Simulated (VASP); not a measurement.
Input of a VASP 6.6.1 run:

File INCAR:

```
SYSTEM = TlBr
ALGO = Fast
EDIFF = 1E-6
ENCUT = 520
GGA = PE
GGA_COMPAT = .False.
ISIF = 2
ISMEAR = 0
IVDW = 12
LASPH = .True.
LCHARG = .False.
LNONCOLLINEAR = .True.
LORBIT = 11
LORBMOM = .True.
LREAL = .False.
LSORBIT = .True.
LWAVE = .False.
MAGMOM = 0 0 0 0 0 0
NBANDS = 32
NELM = 150
PREC = Accurate
SIGMA = 0.02
```

KPOINTS

```
k-points
0
Gamma
  8 8 8
  0 0 0
```

File POSCAR:

```
TlBr
1.0
    3.9800000000      0.0000000000      0.0000000000
    0.0000000000      3.9800000000      0.0000000000
    0.0000000000      0.0000000000      3.9800000000
Tl Br
1 1
Direct
    0.0000000000      0.0000000000      0.0000000000
    0.5000000000      0.5000000000      0.5000000000
```

Potentials or basis: VASP PAW PBE potentials, release 64 (Tl_d, Br).

Launch:

```sh
$ cat potpaw_PBE.64/Tl_d/POTCAR potpaw_PBE.64/Br/POTCAR > POTCAR
$ mpirun -np 1 vasp_ncl > vasp.out
```

Q: Estimate the dispersion energy per atom.

A: -0.274 eV.

Q: What does it give for the pressure?

A: -0.2 GPa.

Moments on the atoms (μB; x, y, z):
```
Tl  0.00 0.00 0.00
Br  0.00 0.00 0.00
```
